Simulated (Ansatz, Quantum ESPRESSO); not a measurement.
# HfO2 (Fm-3m): modes at Γ and the response to a field, part 3 of 3

Aim: the zone-centre modes of HfO2 (Fm-3m).

Quantum ESPRESSO 7.5; DFT LDA, scalar-relativistic, plane waves, JTH PAW pseudopotentials.

So far, mean static dielectric tensor (ions relaxed, fixed cell): step 6 (modes with the sum rule) 30.4.

## 8. Cross-check with Ansatz

The same cell goes through another code, with its own cutoff. The potentials differ. Its k mesh is centred on Γ.

This step: DFT LDA, scalar-relativistic, plane waves, PseudoDojo norm-conserving pseudopotentials (Ansatz 0.2.0).

Contents of input.yaml:

```yaml
crystal:
  lattice:
    - [-2.4890385184, 0.0, 2.4890385184]
    - [0.0, 2.4890385184, 2.4890385184]
    - [-2.4890385184, 2.4890385184, 0.0]
  atoms:
    - { symbol: Hf, position: [0.0, 0.0, 0.0] }
    - { symbol: O, position: [0.75, 0.75, 0.75] }
    - { symbol: O, position: [0.25, 0.25, 0.25] }
kpoints:
  mp_grid: { grid: [8, 8, 8] }
hamiltonian:
  xc: lda
  pseudopotentials: { kind: nc, accuracy: standard }
scf:
  occupations: { method: fixed }
output:
  eigenvalues: true
phonons:
  method: dfpt
  dielectric: true
  rigid_motions: translations
```

Command:

```
$ ansatz run input.yaml --threads 4 --pin off --max-ram 8192MiB --backend cpu --events-out ev --progress --plain --runs-dir out
```

The log of the run:

```text
Engine: ansatz 0.2.0, aarch64-unknown-linux-gnu
Pseudopotentials: kind: nc
Pseudopotential: Hf, nc, valence charge 12, recommended cutoff 789.130201 eV (normal), Hf.nc.azcp (PseudoDojo's, or run here from an input of PseudoDojo's; its table is named by hamiltonian.pseudopotentials.accuracy)
Pseudopotential: O, nc, valence charge 6, recommended cutoff 1142.878222 eV (normal), O.nc.azcp (PseudoDojo's, or run here from an input of PseudoDojo's; its table is named by hamiltonian.pseudopotentials.accuracy)
Functional definition: SPW92
  exchange = slater_x
  correlation = pw_c
Crystal: 3 atoms, lattice volume = 30.841 Å³
Basis set: ecut = 1142.878222 eV, 2733 PW (Γ), exchange–correlation on 80×80×80 points (8 copies of the dense FFT grid, shifted against one another)
Bands: 16, of which v1, the nominal top of the filled ones, is band 12 counted from 1 (11 counted from 0)
Symmetry: 48 space group operations
k-points: 95 of 512 (irreducible under 4 space group operations, time reversal used)
Non-local potential: Hf, projectors of the file, l = 0: 2, l = 1: 2, l = 2: 2, l = 3: 2
Non-local potential: O, projectors of the file, l = 0: 2, l = 1: 2, l = 2: 1
Initial density: superposition of atomic densities (chi_scale 0.1, normalization cell, long waves kept (reshape's long-wave potential 0.00 eV rms))
Initial wavefunctions: pseudopotential atomic-orbital guess
Functional: x = slater, c = lda
SCF iter   1: F=—  HF=-2441.574315 eV  |F-HF|=—  |Δ(HF+E_count)|=         —  Δρ=6.87e-2  dr2=1.31e0  ethr=3.10e-3  ⟨swp⟩=5.2  Hψ=7483  notcnv=0  defer=190
preconditioner: auto → none  [insulator: Δε(μ)=4.414 eV  Ē_g=19.621 eV  n_scr=14 (ndim 8)  ℏωp=31.4 eV  f_vac=0.000  ε∞_Penn≈3.6]
SCF iter   2: F=—  HF=-2441.222135 eV  |F-HF|=—  |Δ(HF+E_count)|=   3.52e-1  Δρ=4.35e-2  dr2=2.95e-1  ethr=3.10e-3  ⟨swp⟩=2.1  Hψ=3208  notcnv=0  defer=190
SCF iter   3: F=—  HF=-2441.154094 eV  |F-HF|=—  |Δ(HF+E_count)|=   6.80e-2  Δρ=1.53e-2  dr2=6.95e-2  ethr=1.23e-3  ⟨swp⟩=3.0  Hψ=3164  notcnv=0  defer=190
SCF iter   4: F=—  HF=-2441.137686 eV  |F-HF|=—  |Δ(HF+E_count)|=   1.64e-2  Δρ=2.81e-3  dr2=1.51e-3  ethr=2.90e-4  ⟨swp⟩=2.2  Hψ=2349  notcnv=0  defer=190
SCF iter   5: F=—  HF=-2441.137502 eV  |F-HF|=—  |Δ(HF+E_count)|=   1.84e-4  Δρ=3.42e-4  dr2=2.26e-5  ethr=6.28e-6  ⟨swp⟩=3.3  Hψ=3278  notcnv=0  defer=190
SCF iter   6: F=—  HF=-2441.137494 eV  |F-HF|=—  |Δ(HF+E_count)|=   7.32e-6  Δρ=6.39e-5  dr2=2.76e-7  ethr=9.41e-8  ⟨swp⟩=2.6  Hψ=2775  notcnv=0  defer=188
SCF iter   7: F=—  HF=-2441.137502 eV  |F-HF|=—  |Δ(HF+E_count)|=   8.10e-6  Δρ=5.33e-6  dr2=2.65e-9  ethr=1.15e-9  ⟨swp⟩=3.5  Hψ=3639  notcnv=0  defer=186
SCF iter   8: F=-2441.137502 eV  HF=-2441.137502 eV  |F-HF|=8.19e-12  |Δ(HF+E_count)|=  1.78e-10  Δρ=3.54e-7  dr2=1.43e-11  ethr=1.00e-12  ⟨swp⟩=14.6  Hψ=13468  notcnv=0
SCF 1 converged in 8 iterations: F = -2441.137502 eV  dr2 = 1.43e-11
DFPT response loops at Γ: preconditioner auto → none (the input reference at scf.mixing.eps_inf says where Resta's filter doesn't serve); β = 0.50; Broyden in place of MSR1
SCF converged after 8 iterations
Free energy (F): -2441.137502 eV
Harris-Foulkes:  -2441.137502 eV  (|F-HF|=8.19e-12)
Internal energy: -2441.137502 eV  (E = F + TS)
E sigma→0 (E₀):  -2441.137502 eV
Fermi energy:    12.880364 eV
--- Per-component energies (eV) ---
  E_band       = -93.856259
  E_kinetic    = 1004.231130
  E_local      = -1235.278427  (includes V_loc(G=0)·N_el)
  E_nonlocal   = -78.964470
  E_hartree    = 361.834316
  E_xc         = -613.125933
  E_vxc        = -507.513078  (∫ρ·V_xc dr)
  E_ewald      = -1879.834118
  E_smearing   = -0.000000  (= −TS)
  E_closure    = 0.000000  (closes the sum)
  Σ components = -2441.137502   (vs F -2441.137502, Δ=0.00e0)
--- Band table (eV; the first three rows and the last of 95) ---
  k-point 0: bands = [... 8 lower, 7.1342, 12.2376, 12.2376, 12.2376, 16.7568, 16.7568, 19.0251, 23.9764]
  k-point 1: bands = [... 8 lower, 7.6118, 11.7764, 11.9213, 11.9213, 17.0894, 17.0894, 19.6162, 23.1797]
  k-point 2: bands = [... 8 lower, 8.6972, 10.8481, 11.3660, 11.3660, 17.5787, 17.5787, 20.1661, 22.6108]
  k-point 94: bands = [... 8 lower, 9.2761, 11.2159, 11.2159, 12.8804, 16.6521, 18.5745, 20.0452, 21.4920]
--- Phonons (Γ-DFPT): 2 representative perturbations + reference, on 95 of 512 k-points (Σ response iterations 6) ---
  k mesh reduced under 4 symmetry operations, with k and −k counted as one. Each operation leaves every solved perturbation unchanged. A smaller set is not considered because the run solves the response to a homogeneous field
  ASR residual: 3.318e-4 → 0.000e0 eV/Å²; symmetrization residual: 1.115e-6 eV/Å²
  ASR residual per site (eV/Å²): 1.31e-4 3.32e-4 3.32e-4
  Γ frequencies (cm⁻¹): 0.00 0.00 0.00 248.38 248.38 248.38 602.49 602.49 602.49
  ε∞ (high-frequency dielectric tensor):
        5.231258    -0.000000     0.000000
        0.000000     5.231258    -0.000000
        0.000000     0.000000     5.231258
  ε⁰ (static dielectric tensor: ions relaxed, cell fixed):
       34.495239    -0.000000     0.000000
       -0.000000    34.495239     0.000000
        0.000000     0.000000    34.495239
  ε⁰ − ε∞ (ionic part):
       29.263980    -0.000000     0.000000
       -0.000000    29.263980     0.000000
        0.000000     0.000000    29.263980
  softest optical mode at Γ: 248.38 cm⁻¹; the repairs (sum rule, projections) moved no ω² at Γ by more than (2.41 cm⁻¹)²
  Born effective charges Z* (e; rows j = field, columns β = displacement):
    site 0:
         5.54108    0.00000    0.00000
         0.00000    5.54108   -0.00000
         0.00000    0.00000    5.54108
    site 1:
        -2.77054   -0.00000   -0.00000
         0.00000   -2.77054    0.00000
        -0.00000   -0.00000   -2.77054
    site 2:
        -2.77054   -0.00000   -0.00000
         0.00000   -2.77054    0.00000
        -0.00000    0.00000   -2.77054
  Z* charge neutrality: 2.505e-5 e pre-enforcement
  k-mesh period / interband length: 28.2 Å / 1.32 Å = 21.31 at k = (0.0000, 0.0000, 0.0000), direct gap 4.519 eV — 14 or more, which is no proof of convergence
  optical modes at Γ without the LO–TO term, one row a degenerate level:
      ω (cm⁻¹)  modes    IR ((D/Å)²/amu)
        248.38      3            78.3186
        602.49      3             0.0000
  optical modes at Γ + LO–TO along q̂ = [1.0000, 0.0000, 0.0000]:
      ω (cm⁻¹)  modes    IR ((D/Å)²/amu)
        248.38      2            52.2124
        602.49      3             0.0000
        637.82      1            26.1062
  optical modes at Γ + LO–TO along q̂ = [0.0000, 1.0000, 0.0000]:
      ω (cm⁻¹)  modes    IR ((D/Å)²/amu)
        248.38      2            52.2124
        602.49      3             0.0000
        637.82      1            26.1062
  optical modes at Γ + LO–TO along q̂ = [0.0000, 0.0000, 1.0000]:
      ω (cm⁻¹)  modes    IR ((D/Å)²/amu)
        248.38      2            52.2124
        602.49      3             0.0000
        637.82      1            26.1062
```

Run time: 18 s. Hardware: 4 threads of Arm Neoverse V2, shared host; peak memory 1 GiB; 70 s of CPU time.

Read from the output:

```yaml
gap_on_the_k_mesh: 3.772 eV
sum_rule_residual_before_enforcement: 3.32e-4 eV/Å²
miss_of_the_charge_sum_rule: 2.50e-5 e
highest_optical_zone_centre_mode_no_lo_to_term: 602.5 cm⁻¹
lowest_optical_zone_centre_mode: 248.4 cm⁻¹
mean_high_frequency_dielectric_constant: 5.231
largest_born_charge_in_size_third_of_the_trace: 5.541 e
mean_static_dielectric_constant: 34.50
highest_mode_moved_by_the_lo_to_term: 637.8 cm⁻¹
```

Transverse modes. Lines of the infrared spectrum (strongest = 100):

```tsv
position (cm⁻¹)	label	IR intensity ((D/Å)²/amu), degenerate modes summed, relative
248	T1u	100
602	T2g	0.0
```

## 9. Side by side: QE JTH and Ansatz, PseudoDojo

Worked out from the results:

| Property | Result |
| --- | --- |
| root-mean-square difference | 14.29 cm⁻¹ |
| largest difference | 19.3 cm⁻¹ |

Optical modes, paired by symmetry label. Frequencies side by side, by row:

```tsv
q (reciprocal lattice)	mode	QE JTH (cm⁻¹)	Ansatz, PseudoDojo (cm⁻¹)
0 0 0	4	267.7	248.4
0 0 0	5	267.7	248.4
0 0 0	6	267.7	248.4
0 0 0	7	608.5	602.5
0 0 0	8	608.5	602.5
0 0 0	9	608.5	602.5
```

The two runs side by side. Further quantities:

```tsv
quantity	QE JTH	Ansatz, PseudoDojo
mean ε∞	5.303	5.231
largest Born charge in size (e; the first before, the second after the charge sum rule)	5.529	5.541
```

At the zone centre the largest difference (acoustic modes at Γ apart) is 3 % of the highest mode, but 7 % of the mode at 268 cm⁻¹ on which it sits.

## 10. What came out

| Quantity | Value |
| --- | --- |
| space group after relaxation | Fm-3m |
| volume per atom | 10.3 Å³ |
| gap on the k-mesh | 3.73 eV |
| highest optical zone-centre mode (no LO-TO term) | 608.5 cm⁻¹ |
| lowest optical zone-centre mode | 267.7 cm⁻¹ |
| highest mode moved by the LO-TO term | 640.8 cm⁻¹ |
| mean high-frequency dielectric constant | 5.30 |
| largest Born charge in size (third of the trace) | 5.53 e |
| mean static dielectric constant | 30.4 |
| imaginary optical modes at the zone centre (no q mesh in this session) | none |
| largest difference from Ansatz, PseudoDojo | 19.3 cm⁻¹ |

**Reading.** At the LDA level the optical modes of HfO2 (Fm-3m) at the zone centre (no LO-TO term) run from 268 to 609 cm⁻¹. Along the directions run, the highest mode that the macroscopic field moves lies at 641 cm⁻¹. Lattice motion raises the mean dielectric constant from 5.303 to 30.39. The Born charge of O is -2.765 e against a formal charge of -2: displacements drive charge along the bonds, a mark of mixed ionic and covalent bonding and of large LO-TO splittings. Of the 6 optical modes, 3 are infrared active alone and 3 are Raman active alone; inversion symmetry keeps the two sets apart. QE JTH and Ansatz, PseudoDojo differ by 14.3 cm⁻¹ in the root mean square and by 19.3 cm⁻¹ at most, 3.2 % of the highest mode compared (acoustic modes at Γ left out); the two use different potentials, and the cell was not relaxed for the second set. Left out of this account: BLYP with GBRV ultrasoft, since it is gradient-corrected and no frozen-mode check or second program bears its response out; PBE with GBRV ultrasoft, since it is gradient-corrected and no frozen-mode check or second program bears its response out; PBEsol with GBRV ultrasoft, since it is gradient-corrected and no frozen-mode check or second program bears its response out; vdW-DF2 with PseudoDojo NC, since it is gradient-corrected and no frozen-mode check or second program bears its response out. What is said of the levels holds for those shown. These are harmonic frequencies at zero temperature: anharmonic shifts and linewidths and thermal expansion are left out. Spin-orbit coupling is left out, which can matter for the heavy elements here.

[Host names and launcher messages were left out of these logs when they were recorded.]

[Logs are printed without paths, hosts, clocks, repeated set-up lines and the standing remarks that a program may print on its own settings, such as how far it seeks lower states.]

[Hosts, paths, dates, database ids (printed as entryN), source tags and the programs' standing remarks are cut or masked in the printed files.]
